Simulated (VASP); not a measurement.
Set up this calculation in VASP 6.6.1, as the native input.

| Property | Result |
| --- | --- |
| Task | relaxation of cell and atoms |
| Functional | LDA |
| Potentials or basis | VASP PAW LDA potentials, release 64 (C) |
| Cutoff | 600 eV |
| k mesh | 14 × 14 × 14 |
| Occupations | gaussian, width 0.03 eV |
| Spin | no spin polarisation |
| Further INCAR settings | ALGO = Normal; EDIFF = 1e-06; IBRION = 2; EDIFFG = -0.01; NSW = 90; ISIF = 3 |

The structure of C lies in POSCAR:

```
C
1.0
    0.0000000000      1.7833700000      1.7833700000
    1.7833700000      0.0000000000      1.7833700000
    1.7833700000      1.7833700000      0.0000000000
C
2
Direct
    0.0000000000      0.0000000000      0.0000000000
    0.2500000000      0.2500000000      0.2500000000
```

This isn't the form of C at room conditions, which is graphite.

These files were run (other wordings do the same):

INCAR

```
ALGO = Normal
EDIFF = 1E-6
EDIFFG = -0.01
ENCUT = 600
IBRION = 2
ISIF = 3
ISMEAR = 0
LASPH = T
LCHARG = F
LREAL = F
LWAVE = F
NELM = 80
NSW = 90
PREC = Accurate
SIGMA = 0.03
```

KPOINTS

```
k-points
0
Gamma
  14 14 14
```

Potentials or basis: VASP PAW LDA potentials, release 64 (C).

Launch:

```bash
$ cat potpaw_LDA.64/C/POTCAR > POTCAR
$ mpirun -np 1 vasp_std > vasp.out
```

Results of the run:

```
Relaxed volume                         : 5.52 Å³/atom
Relaxed cell                           : a = 2.499 Å, b = 2.499 Å, c = 2.499 Å, α = 60.00°, β = 60.00°, γ = 60.00°
Space group after relaxing (to 0.05 Å) : Fd-3m (No. 227)
Energy gained by relaxing              : 6.2 meV/atom
Ionic steps                            : 3
Pressure after relaxing                : -0.1 GPa
Band gap on the k mesh                 : 4.17 eV, indirect (least direct gap 5.62 eV)
```

Wall time 21 s on 1 thread of Intel(R) Xeon(R) Platinum 8259CL CPU @ 2.50GHz (Skylake/Cascade Lake) (shared host), peak memory 0.11 GiB.
